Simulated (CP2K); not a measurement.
Hf:

```
Hf
1.0
     3.12635    0.00000    0.00000
    -1.04212    2.94755    0.00000
    -1.04212   -1.47378    2.55266
Hf
1
Direct
  0.00000 0.00000 0.00000
```

This isn't the form of Hf at room conditions, which is hcp.

Base run:

| Property | Result |
| --- | --- |
| Program | CP2K 2026.2 |
| Functional | PBE |
| Potentials or basis | GTH_POTENTIALS Hf GTH-PBE-q12; TZVP-MOLOPT-SR-GTH basis |
| Density cutoff | 6803 eV |
| k mesh | 10 × 10 × 10 |
| Occupations | fermi-dirac, width 0.05 eV |
| Spin | no spin polarisation |

Its results: band gap on the k mesh none (metal or under the smearing width); pressure -5.0 GPa.

**Question.** The run is repeated on the same cell with these changes: potentials or basis from GTH_POTENTIALS Hf GTH-PBE-q12; TZVP-MOLOPT-SR-GTH basis to GTH_POTENTIALS Hf GTH-PBE-q12; DZVP-MOLOPT-SR-GTH basis; basis sets from Hf TZVP-MOLOPT-SR-GTH-q12 to Hf DZVP-MOLOPT-SR-GTH-q12. What comes out?

**Answer.** Band gap on the k mesh none (metal or under the smearing width); pressure -2.9 GPa.

Caveats: the basis of atomic orbitals isn't converged, which shifts pressures, moduli and gaps.
